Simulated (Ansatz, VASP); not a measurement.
# Two plane-wave programs on ZrC

```
Zr C
1.0
     0.00000    2.35440    2.35440
     2.35440    0.00000    2.35440
     2.35440    2.35440    0.00000
Zr C
1 1
Cartesian
  2.3544 2.3544 2.3544
  0.0000 0.0000 0.0000
```

Alike in both runs: task relaxation of cell and atoms; functional PBEsol; k mesh 16 × 16 × 16; occupations gaussian, width 0.1 eV; no spin polarisation.

```csv
,VASP,Ansatz
version,VASP 6.6.1,Ansatz 0.2.0
potentials or method,"VASP PAW PBE potentials, release 64 (Zr_sv, C)","scalar-relativistic, plane waves, PAW"
plane-wave cutoff (eV),600,420
valence electrons in the cell,16,16
```

```csv
,VASP,Ansatz,Ansatz less VASP
"gap on the k mesh at the Fermi level, each at its own relaxed structure (eV)",none,none,-
relaxed volume (Å³/atom),12.74,12.72,-0.017
relaxed cell length with the largest relative difference (Å),3.303,3.302,-0.0015
energy change over the relaxation (meV/atom),-5,-6,-0.6
```

A gap of «none» marks a metal or a gap that the smearing closes.

Caveats: the PAW data sets were made with another functional, which shifts forces and pressure a little (VASP).
